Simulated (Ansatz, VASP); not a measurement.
## Two plane-wave programs on V

The input INCAR:

```
SYSTEM = V
PREC = Accurate
ENCUT = 520
EDIFF = 1E-6
ISMEAR = -1
SIGMA = 0.1
LREAL = .False.
LASPH = .True.
NELM = 100
ALGO = Normal
ISIF = 2
LWAVE = .False.
LCHARG = .False.
GGA = B5
ALDAX = 1.0
AGGAX = 1.0
AGGAC = 1.0
ALDAC = 0.0
NBANDS = 26
```

File KPOINTS:

```
Automatic mesh
0
Gamma
  9 9 15
  0 0 0
```

The input POSCAR:

```
V
1.0
    4.3856841566      0.0000000000      0.0000000000
   -2.1928420783      3.7981138926      0.0000000000
    0.0000000000      0.0000000000      2.3351457975
V
3
Direct
    1.0000000000      1.0000000000      0.0000000000
    0.3333333333      0.6666666667      0.5000000000
    0.6666666667      0.3333333333      0.5000000000
```

Input for Ansatz:

```yaml
crystal:
  lattice:
    - [4.3856841566, 0.0, 0.0]
    - [-2.1928420783, 3.7981138926, 0.0]
    - [0.0, 0.0, 2.3351457975]
  atoms:
    - { symbol: V, position: [1.0, 1.0, 0.0] }
    - { symbol: V, position: [0.3333333333, 0.6666666667, 0.5] }
    - { symbol: V, position: [0.6666666667, 0.3333333333, 0.5] }
hamiltonian:
  xc: blyp
  pseudopotentials:
    kind: paw
    azcp:
      V: "pseudopotentials/V.paw.azcp"
basis:
  ecutwfc: 420
  fft_grid_basis: typed
kpoints:
  mp_grid: { grid: [9, 9, 15], shift: [0, 0, 0] }
magnetization:
  spin_polarized: false
scf:
  occupations: { method: fermi_dirac, width: 0.1 }
  lower_state_search: "off"
output:
  stress: true
  write_density: true
  write_potential: true
  elf: true
  volumetric_format: npy
```

Alike in both runs: task single point; functional BLYP; k mesh 9 × 9 × 15; occupations fermi-dirac, width 0.1 eV; no spin polarisation.

```csv
,VASP,Ansatz
version,VASP 6.6.1,Ansatz 0.2.0
potentials or method,"VASP PAW PBE potentials, release 64 (V_sv)","plane waves (420 eV) with PAW, scalar-relativistic"
plane-wave cutoff (eV),520,420
valence electrons in the cell,39,39
```

|  | VASP | Ansatz | Ansatz less VASP |
| --- | --- | --- | --- |
| pressure (GPa) | 16.2 | 15.7 | -0.48 |
| largest component of the traceless stress (GPa) | 1.26 | 0.95 | -0.307 |

Caveats: so large a pressure means that the cell lies far from this level's equilibrium, or that cutoff or potentials fall short (VASP); the potentials were made for another functional, which shifts forces and pressure (VASP).
